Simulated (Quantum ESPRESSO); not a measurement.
# Ru (P6_3/mmc) in Quantum ESPRESSO: a series of runs, part 2 of 3

Quantum ESPRESSO 7.5. Earlier steps stand in the parts before.

### Step 3. Phonons, BLYP

Contents of pw.in:

```
&CONTROL
  calculation = 'scf'
  prefix = 'pwscf'
  outdir = './tmp'
  pseudo_dir = './pseudo'
  tprnfor = .true.
  tstress = .true.
  disk_io = 'low'
/
&SYSTEM
  ibrav = 0
  nat = 2
  ntyp = 1
  ecutwfc = 84
  nbnd = 24
  input_dft = 'blyp'
  occupations = 'smearing'
  smearing = 'mv'
  degauss = 0.00999582
/
&ELECTRONS
  conv_thr = 4d-10
  electron_maxstep = 120
  mixing_beta = 0.5
/
ATOMIC_SPECIES
Ru   101.0700 Ru.upf
CELL_PARAMETERS angstrom
   2.7058000000    0.0000000000    0.0000000000
  -1.3529000000    2.3432915376    0.0000000000
   0.0000000000    0.0000000000    4.2819000000
ATOMIC_POSITIONS crystal
Ru     0.6666666667    0.3333333333    0.7500000000
Ru     0.3333333333    0.6666666667    0.2500000000
K_POINTS automatic
9 9 5 0 0 0
```

Contents of relax.in:

```
&CONTROL
  calculation = 'vc-relax'
  prefix = 'pwscf'
  outdir = './tmp'
  pseudo_dir = './pseudo'
  tprnfor = .true.
  tstress = .true.
  disk_io = 'low'
  nstep = 40
  forc_conv_thr = 0.0001
  etot_conv_thr = 1d-06
/
&SYSTEM
  ibrav = 0
  nat = 2
  ntyp = 1
  ecutwfc = 84
  nbnd = 24
  input_dft = 'blyp'
  occupations = 'smearing'
  smearing = 'mv'
  degauss = 0.00999582
/
&ELECTRONS
  conv_thr = 4d-10
  electron_maxstep = 120
  mixing_beta = 0.5
/
&IONS
  ion_dynamics = 'bfgs'
/
&CELL
  cell_dynamics = 'bfgs'
  press = 0
  press_conv_thr = 0.2
/
ATOMIC_SPECIES
Ru   101.0700 Ru.upf
CELL_PARAMETERS angstrom
   2.7058000000    0.0000000000    0.0000000000
  -1.3529000000    2.3432915376    0.0000000000
   0.0000000000    0.0000000000    4.2819000000
ATOMIC_POSITIONS crystal
Ru     0.6666666667    0.3333333333    0.7500000000
Ru     0.3333333333    0.6666666667    0.2500000000
K_POINTS automatic
9 9 5 0 0 0
```

Contents of scf2.in:

```
&CONTROL
  calculation = 'scf'
  prefix = 'pwscf'
  outdir = './tmp'
  pseudo_dir = './pseudo'
  tprnfor = .true.
  tstress = .true.
  disk_io = 'low'
/
&SYSTEM
  ibrav = 0
  nat = 2
  ntyp = 1
  ecutwfc = 84
  nbnd = 24
  input_dft = 'blyp'
  occupations = 'smearing'
  smearing = 'mv'
  degauss = 0.00999582
/
&ELECTRONS
  conv_thr = 1d-13
  electron_maxstep = 120
  mixing_beta = 0.5
  startingpot = 'file'
  startingwfc = 'file'
/
ATOMIC_SPECIES
Ru   101.0700 Ru.upf
CELL_PARAMETERS angstrom
   2.7660971035    0.0000000000    0.0000000000
  -1.3830485518    2.3955103610    0.0000000000
   0.0000000000    0.0000000000    4.3580709160
ATOMIC_POSITIONS crystal
Ru     0.6666666667    0.3333333333    0.7500000000
Ru     0.3333333333    0.6666666667    0.2500000000
K_POINTS automatic
9 9 5 0 0 0
```

Contents of ph.in:

```
phonons of Ru
&INPUTPH
  prefix = 'pwscf'
  outdir = './tmp'
  tr2_ph = 1d-16
  fildyn = 'dyn'
  niter_ph = 60
  alpha_mix(1) = 0.4
/
0.0000000000 0.0000000000 0.0000000000
```

Contents of dynmat.in:

```
&INPUT
  fildyn = 'dyn'
  asr = 'crystal'
  filout = 'dynmat.disp'
  fileig = 'dynmat.eig'
/
```

Potentials or basis: PseudoDojo 0.4.1 SR PBE standard.

Launch:

```sh
$ OMP_NUM_THREADS=1 pw.x -in pw.in > pw.out
$ OMP_NUM_THREADS=1 pw.x -in relax.in > relax.out
$ OMP_NUM_THREADS=1 pw.x -in scf2.in > scf2.out
$ OMP_NUM_THREADS=1 ph.x -in ph.in > ph.out
$ OMP_NUM_THREADS=1 dynmat.x -in dynmat.in > dynmat.out
```

pw.out:

```text
This program is part of the open-source Quantum ESPRESSO suite
     for quantum simulation of materials; please cite
         "P. Giannozzi et al., J. Phys.:Condens. Matter 21 395502 (2009);
         "P. Giannozzi et al., J. Phys.:Condens. Matter 29 465901 (2017);
         "P. Giannozzi et al., J. Chem. Phys. 152 154105 (2020);
     in publications or presentations arising from this work. More details at

     IMPORTANT: XC functional enforced from input :
     Exchange-correlation= BLYP
                           (   1   3   1   3   0   0   0)
     Any further DFT definition will be discarded
     Please, verify this is what you really want

     Message from routine setup:
     using ibrav=0 with symmetry is DISCOURAGED, use correct ibrav instead

     G-vector sticks info
     --------------------
     sticks:   dense  smooth     PW     G-vecs:    dense   smooth      PW
     Sum         595     595    187                18953    18953    3091

     Using Slab Decomposition

     bravais-lattice index     =            0
     lattice parameter (alat)  =       5.1132  a.u.
     unit-cell volume          =     183.2125 (a.u.)^3
     number of atoms/cell      =            2
     number of atomic types    =            1
     number of electrons       =        32.00
     number of Kohn-Sham states=           24
     kinetic-energy cutoff     =      84.0000  Ry
     charge density cutoff     =     336.0000  Ry
     scf convergence threshold =      4.0E-10
     mixing beta               =       0.5000
     number of iterations used =            8  plain     mixing
     Exchange-correlation= BLYP
                           (   1   3   1   3   0   0   0)

     celldm(1)=   5.113221  celldm(2)=   0.000000  celldm(3)=   0.000000
     celldm(4)=   0.000000  celldm(5)=   0.000000  celldm(6)=   0.000000

     crystal axes: (cart. coord. in units of alat)
               a(1) = (   1.000000   0.000000   0.000000 )
               a(2) = (  -0.500000   0.866025   0.000000 )
               a(3) = (   0.000000   0.000000   1.582489 )

     reciprocal axes: (cart. coord. in units 2 pi/alat)
               b(1) = (  1.000000  0.577350 -0.000000 )
               b(2) = (  0.000000  1.154701  0.000000 )
               b(3) = (  0.000000 -0.000000  0.631916 )

     PseudoPot. # 1 for Ru read from file:
     Ru.upf
     Pseudo is Norm-conserving + core correction, Zval = 16.0
     Generated using ONCVPSP code by D. R. Hamann
     Using radial grid of 1584 points,  6 beta functions with:
                l(1) =   0
                l(2) =   0
                l(3) =   1
                l(4) =   1
                l(5) =   2
                l(6) =   2

     atomic species   valence    mass     pseudopotential
     Ru               16.00   101.07000     Ru( 1.00)

     24 Sym. Ops., with inversion, found (12 have fractional translation)

   Cartesian axes

     site n.     atom                  positions (alat units)
         1        Ru     tau(   1) = (   0.5000000   0.2886751   1.1868671  )
         2        Ru     tau(   2) = (  -0.0000000   0.5773503   0.3956224  )

     number of k points=    36  Marzari-Vanderbilt smearing, width (Ry)=  0.0100
                       cart. coord. in units 2pi/alat
        k(    1) = (   0.0000000   0.0000000   0.0000000), wk =   0.0049383
        k(    2) = (   0.0000000   0.0000000   0.1263831), wk =   0.0098765
        k(    3) = (   0.0000000   0.0000000   0.2527663), wk =   0.0098765
        k(    4) = (   0.0000000   0.1283001   0.0000000), wk =   0.0296296
        k(    5) = (   0.0000000   0.1283001   0.1263831), wk =   0.0592593
        k(    6) = (   0.0000000   0.1283001   0.2527663), wk =   0.0592593
[... 28 lines left out ...]
        k(   35) = (   0.3333333   0.5773503   0.1263831), wk =   0.0197531
        k(   36) = (   0.3333333   0.5773503   0.2527663), wk =   0.0197531

     Dense  grid:    18953 G-vectors     FFT dimensions: (  30,  30,  48)

     Initial potential from superposition of free atoms

     starting charge      31.9985, renormalised to      32.0000
     Starting wfcs are   20 randomized atomic wfcs +    4 random wfcs

     Self-consistent Calculation

     iteration #  1     ecut=    84.00 Ry     beta= 0.50
     Davidson diagonalization with overlap
     ethr =  1.00E-02,  avg # of iterations =  4.3

     Threshold (ethr) on eigenvalues was too large:
     Diagonalizing with lowered threshold

     Davidson diagonalization with overlap
     ethr =  6.81E-04,  avg # of iterations =  1.4

     total energy              =    -403.77591325 Ry
     estimated scf accuracy    <       0.22187170 Ry

     iteration #  2     ecut=    84.00 Ry     beta= 0.50
     Davidson diagonalization with overlap
     ethr =  6.93E-04,  avg # of iterations =  2.0

     total energy              =    -403.82498584 Ry
     estimated scf accuracy    <       0.00589820 Ry

     iteration #  3     ecut=    84.00 Ry     beta= 0.50
     Davidson diagonalization with overlap
     ethr =  1.84E-05,  avg # of iterations =  4.6

     total energy              =    -403.82558731 Ry
     estimated scf accuracy    <       0.00086238 Ry

     iteration #  4     ecut=    84.00 Ry     beta= 0.50
     Davidson diagonalization with overlap
     ethr =  2.69E-06,  avg # of iterations =  2.6

     total energy              =    -403.82565035 Ry
     estimated scf accuracy    <       0.00003698 Ry

     iteration #  5     ecut=    84.00 Ry     beta= 0.50
     Davidson diagonalization with overlap
     ethr =  1.16E-07,  avg # of iterations =  2.2
[... 8 lines left out ...]
     total energy              =    -403.82566057 Ry
     estimated scf accuracy    <       0.00000001 Ry

     iteration #  7     ecut=    84.00 Ry     beta= 0.50
     Davidson diagonalization with overlap
     ethr =  3.37E-11,  avg # of iterations =  2.1

     total energy              =    -403.82566058 Ry
     estimated scf accuracy    <          2.4E-09 Ry

     iteration #  8     ecut=    84.00 Ry     beta= 0.50
     Davidson diagonalization with overlap
     ethr =  7.66E-12,  avg # of iterations =  1.5

     total energy              =    -403.82566058 Ry
     estimated scf accuracy    <          5.9E-10 Ry

     iteration #  9     ecut=    84.00 Ry     beta= 0.50
     Davidson diagonalization with overlap
     ethr =  1.84E-12,  avg # of iterations =  2.0

     End of self-consistent calculation

          k = 0.0000 0.0000 0.0000 (  2369 PWs)   bands (ev):

   -48.8436 -48.6383 -19.3464 -18.4226 -18.4226 -18.2512 -18.2512 -18.1968
    16.4565  18.1107  21.6340  21.6340  21.8134  22.3045  22.3045  22.8349
    22.8349  25.4164  25.4164  25.8324  34.5984  39.6670  42.1769  42.7867

          k = 0.0000 0.0000 0.1264 (  2382 PWs)   bands (ev):

   -48.8243 -48.6582 -19.2412 -18.4064 -18.4064 -18.3116 -18.2677 -18.2677
    16.8933  18.2544  21.4439  21.4439  21.6167  22.0673  22.0673  23.3677
    23.3677  24.4770  25.4085  25.4085  36.4125  39.0647  41.7305  43.5317

          k = 0.0000 0.0000 0.2528 (  2400 PWs)   bands (ev):

   -48.7734 -48.7100 -18.9616 -18.6067 -18.3638 -18.3638 -18.3108 -18.3108
    17.9250  18.4612  21.3743  21.3743  21.3818  21.6325  21.6325  22.3104
    24.3247  24.3247  25.1051  25.1051  38.9264  39.3230  40.9278  43.7660

          k = 0.0000 0.1283 0.0000 (  2385 PWs)   bands (ev):

   -48.8259 -48.6314 -19.3047 -18.5104 -18.4521 -18.3419 -18.2636 -18.2165
    16.9036  18.4413  21.0599  22.0021  22.0953  22.3383  22.3578  22.5759
    22.6433  23.6612  25.5717  28.2613  34.5307  40.3465  42.6565  43.2807

          k = 0.0000 0.1283 0.1264 (  2388 PWs)   bands (ev):

   -48.8076 -48.6503 -19.2109 -18.4889 -18.4342 -18.4119 -18.2817 -18.2699
    17.3126  18.6091  21.0846  21.6137  21.6856  21.7217  22.3799  23.0521
    23.2403  23.5877  25.5088  27.1220  36.4229  39.7844  42.2056  43.4575
[... 165 lines left out ...]
   -48.6352 -48.6208 -19.1621 -19.1216 -18.8000 -18.7068 -18.4548 -18.3957
    18.9358  19.4039  20.0804  20.6468  21.2452  22.1622  23.0928  23.5345
    25.3825  25.9343  30.1361  31.1593  35.2340  36.3738  36.8332  38.6549

          k = 0.3333 0.5774 0.0000 (  2400 PWs)   bands (ev):

   -48.6219 -48.6219 -19.0355 -18.8598 -18.8598 -18.6699 -18.6644 -18.6644
    18.7170  20.0061  20.0061  20.5679  21.4327  21.4327  23.1678  25.2365
    25.2365  25.6677  31.4555  31.5766  31.5766  38.4223  40.1122  40.1123

          k = 0.3333 0.5774 0.1264 (  2376 PWs)   bands (ev):

   -48.6218 -48.6218 -19.0014 -18.9840 -18.9840 -18.7057 -18.5363 -18.5363
    19.0321  19.8510  19.8510  20.5986  21.4899  21.4899  23.0583  24.7783
    25.3358  25.3358  31.8850  31.8850  32.4431  37.4503  37.8133  37.8133

          k = 0.3333 0.5774 0.2528 (  2349 PWs)   bands (ev):

   -48.6217 -48.6217 -19.0973 -19.0973 -18.9115 -18.7985 -18.4167 -18.4167
    19.6217  19.6217  19.8245  20.4918  21.5839  21.5839  22.9281  23.4204
    25.4495  25.4495  32.6435  32.6435  34.2605  35.9712  36.0559  36.0559

     the Fermi energy is    24.3757 ev

!    total energy              =    -403.82566058 Ry
     estimated scf accuracy    <          3.3E-11 Ry
     smearing contrib. (-TS)   =      -0.00024199 Ry
     internal energy E=F+TS    =    -403.82541859 Ry

     The total energy is F=E-TS. E is the sum of the following terms:
     one-electron contribution =     -65.09802558 Ry
     hartree contribution      =      57.11463015 Ry
     xc contribution           =     -67.85761027 Ry
     ewald contribution        =    -327.98441288 Ry

     convergence has been achieved in   9 iterations

     Forces acting on atoms (cartesian axes, Ry/au):

     atom    1 type  1   force =     0.00000000    0.00000000    0.00000000
     atom    2 type  1   force =     0.00000000    0.00000000    0.00000000

     Total force =     0.000000     Total SCF correction =     0.000000

     Computing stress (Cartesian axis) and pressure

          total   stress  (Ry/bohr**3)                   (kbar)     P=      195.04
   0.00134538   0.00000000   0.00000000          197.91        0.00        0.00
   0.00000000   0.00134538   0.00000000            0.00      197.91        0.00
   0.00000000   0.00000000   0.00128673            0.00        0.00      189.28

=------------------------------------------------------------------------------=
   JOB DONE.
=------------------------------------------------------------------------------=
```

Run time: 5.1 min. Hardware: 1 thread of Intel Xeon 6975P-C (Granite Rapids), shared host; peak memory 0.08 GiB.

What came out:

* Free energy: -5494.4288 eV
* Relaxed volume: 14.44 Å³/atom
* Relaxed cell: a = 2.766 Å, b = 2.766 Å, c = 4.358 Å, α = 90.00°, β = 90.00°, γ = 120.00°
* Space group after relaxing (to 0.05 Å): P6_3/mmc (No. 194)
* Pressure after relaxing: 0.2 GPa
* Band gap on the k mesh: none (metal or under the smearing width)
* Highest phonon frequency at Γ: 234 cm⁻¹

Step by step:
```csv
step,energy change (eV),largest force (eV/Å),pressure (GPa),volume (Å³)
1,0.0000,0.0000,19.50,27.15
2,-0.0678,0.0000,-9.11,29.94
3,-0.0990,0.0000,-1.10,28.99
4,-0.0994,0.0000,0.08,28.87
5,-0.0994,0.0000,0.00,28.88
```

Final structure:
```
Ru
1.0
     2.76610    0.00000    0.00000
    -1.38305    2.39551    0.00000
     0.00000    0.00000    4.35807
Ru
2
Direct
  0.66667 0.33333 0.75000
  0.33333 0.66667 0.25000
```

Levels at points of the mesh, in eV from the Fermi level:
| k point | band 12 | band 13 | band 14 | band 15 | band 16 | band 17 | band 18 | band 19 | band 20 | band 21 |
| --- | --- | --- | --- | --- | --- | --- | --- | --- | --- | --- |
| (0.00, 0.00, 0.00) | -2.49 | -2.29 | -1.88 | -1.88 | -1.43 | -1.43 | 0.96 | 0.96 | 1.46 | 9.56 |

Phonon frequencies in cm⁻¹ (negative: imaginary):
```tsv
q point	frequencies
(0.000, 0.000, 0.000)	2 2 4 161 161 234
```

Optical modes at Γ, degenerate ones joined:
```tsv
cm⁻¹	components	symmetry	active in
161	2	E2g	Raman
234	1	B1g	silent
```

Caveat: the mesh is thin for the phonons of a metal; the potentials were made for another functional, which shifts forces and pressure.

(Part 2 of 3 ends here.)
